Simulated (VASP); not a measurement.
Input:

```
CELL_PARAMETERS angstrom
      1.83430    -3.17710     0.00000
      1.83430     3.17710     0.00000
      0.00000     0.00000     3.90448
ATOMIC_POSITIONS crystal
  Li 0.33333 0.66667 0.00000
  Li 0.66667 0.33333 0.00000
  Li 0.00000 0.00000 0.50000
  N  0.00000 0.00000 0.00000
```

Computed with PBE GGA, VASP's PBE PAW potentials (set 64) (plane waves; VASP 6.6.1). Settings: 520 eV cut-off, 7×7×6 Γ-centred mesh, Gaussian smearing of 0.050 eV, potentials Li_sv N.

Q: Give the stress tensor in GPa (positive for a compressed cell).

A: 
```
-1.47   0.00   0.00
 0.00  -1.47   0.00
 0.00   0.00  -1.42
```
The pressure is its mean diagonal, -1.45 GPa.

The compound is Li3N in the alpha structure. This cell is one point of a volume scan, at 1.03 of the reference volume.
